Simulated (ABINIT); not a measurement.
Crystal: Ag.

```
Ag
1.0
     0.00000    2.04275    2.04275
     2.04275    0.00000    2.04275
     2.04275    2.04275    0.00000
Ag
1
Direct
  0.00000 0.00000 0.00000
```

Base run:

| Quantity | Value |
| --- | --- |
| Program | ABINIT 10.8.3 (patched build) |
| Functional | WC |
| Potentials or basis | JTH PAW PBE v2.0 |
| Cutoff | 544 eV |
| k mesh | 11 × 11 × 11 |
| Occupations | fermi-dirac, width 0.05 eV |
| Spin | no spin polarisation |

Its results: band gap on the k mesh none (metal or under the smearing width); pressure -2.2 GPa.

Problem. After a change of settings the same cell gave: band gap on the k mesh none (metal or under the smearing width); pressure 4.3 GPa. Which change was it?
A. functional from WC to r2SCAN
B. functional from WC to BLYP
C. functional from WC to LDA
D. functional from WC to PW91

Solution. D.

PW91 binds less tightly than WC, so the same cell stands under more pressure.

Caveats: the PAW data sets were made with another functional, which shifts forces and pressure a little.
